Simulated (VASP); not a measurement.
HfO2:

```
Hf O
1.0
     5.55640    0.00000    0.00000
     0.00000    3.33360    0.00000
     0.00000    0.00000    6.50500
Hf O
4 8
Cartesian
  4.1600 2.5002 3.9542
  1.3964 0.8334 2.5508
  1.3818 2.5002 5.8033
  4.1746 0.8334 0.7017
  3.5533 0.8334 2.7542
  2.0031 2.5002 3.7508
  0.7751 0.8334 0.4983
  4.7813 2.5002 6.0067
  2.8937 0.8334 5.4736
  2.6627 2.5002 1.0313
  0.1155 0.8334 4.2838
  5.4409 2.5002 2.2212
```

Measurements of this composition are mostly on another form, of space group No. 14.

- Program: VASP 6.6.1
- Task: relaxation of cell and atoms
- Functional: PBE
- Potentials or basis: VASP PAW PBE potentials, release 64 (Hf_pv, O)
- Cutoff: 600 eV
- k mesh: 4 × 6 × 3
- Occupations: fermi-dirac, width 0.05 eV
- Spin: no spin polarisation
- Hubbard terms: Hf d U = 5 eV

At the start: pressure 16.2 GPa; volume 10.04 Å³/atom.

Q: How do energy, volume and symmetry change on relaxing?

A: Over 14 steps the energy falls by 29.2 meV/atom and the volume is 10.64 Å³/atom (+5.9 %); space group Pnma (No. 62, to 0.05 Å).

Step by step:
| step | energy change (eV) | largest force (eV/Å) | pressure (GPa) | volume (Å³) |
| --- | --- | --- | --- | --- |
| 1 | 0.0000 | 0.4795 | 16.23 | 120.49 |
| 2 | 0.4266 | 0.5912 | -18.80 | 139.11 |
| 3 | -0.3432 | 0.1606 | -0.34 | 127.55 |
| 4 | -0.3434 | 0.1538 | -0.02 | 127.38 |
| 5 | -0.3433 | 0.1482 | 0.27 | 127.24 |
| 6 | -0.3472 | 0.0503 | 0.28 | 127.33 |
| 7 | -0.3474 | 0.0464 | 0.27 | 127.36 |
| 8 | -0.3482 | 0.0388 | -0.32 | 127.68 |
| 9 | -0.3482 | 0.0389 | -0.31 | 127.69 |
| 10 | -0.3490 | 0.0299 | -0.15 | 127.63 |
| 11 | -0.3494 | 0.0382 | 0.04 | 127.57 |
| 12 | -0.3489 | 0.0629 | 0.43 | 127.44 |
| 13 | -0.3494 | 0.0436 | 0.13 | 127.54 |
| 14 | -0.3500 | 0.0196 | 0.07 | 127.62 |

Final structure:
```
Hf O
1.0
     5.66011    0.00000    0.00000
     0.00000    3.39503    0.00000
     0.00000    0.00000    6.64132
Hf O
4 8
Direct
  0.75047 0.75000 0.60641
  0.24953 0.25000 0.39359
  0.25047 0.75000 0.89359
  0.74953 0.25000 0.10641
  0.64026 0.25000 0.42318
  0.35974 0.75000 0.57682
  0.14026 0.25000 0.07682
  0.85974 0.75000 0.92318
  0.51838 0.25000 0.84027
  0.48162 0.75000 0.15973
  0.01838 0.25000 0.65973
  0.98162 0.75000 0.34027
```
